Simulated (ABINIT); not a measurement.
The system is NaH.

```
CELL_PARAMETERS angstrom
0.00000 2.44000 2.44000
2.44000 0.00000 2.44000
2.44000 2.44000 0.00000
ATOMIC_POSITIONS crystal
Na 0.00000 0.00000 0.00000
H 0.50000 0.50000 0.50000
```

Base run:

| Property | Result |
| --- | --- |
| Program | ABINIT 10.8.3 (patched build) |
| Functional | PBEsol |
| Potentials or basis | PseudoDojo NC SR PBEsol v0.4.1 standard |
| Cutoff | 1197 eV |
| k mesh | 9 × 9 × 9 |
| Occupations | fermi-dirac, width 0.05 eV |
| Spin | no spin polarisation |

Its results: band gap on the k mesh 3.83 eV, indirect (least direct gap 4.55 eV); pressure -1.2 GPa.

Question: The run is repeated on the same cell with these changes: functional from PBEsol to r2SCAN; potentials or basis from PseudoDojo NC SR PBEsol v0.4.1 standard to JTH PAW PBE v2.0; cutoff from 1197 eV to 1306 eV. What comes out?

Answer: Band gap on the k mesh 4.61 eV, indirect (least direct gap 5.31 eV); pressure -1.0 GPa.

Caveats: the mesh misses the band edges, which the band path finds closer together; the PAW data sets were made with another functional, which shifts forces and pressure a little (some runs).
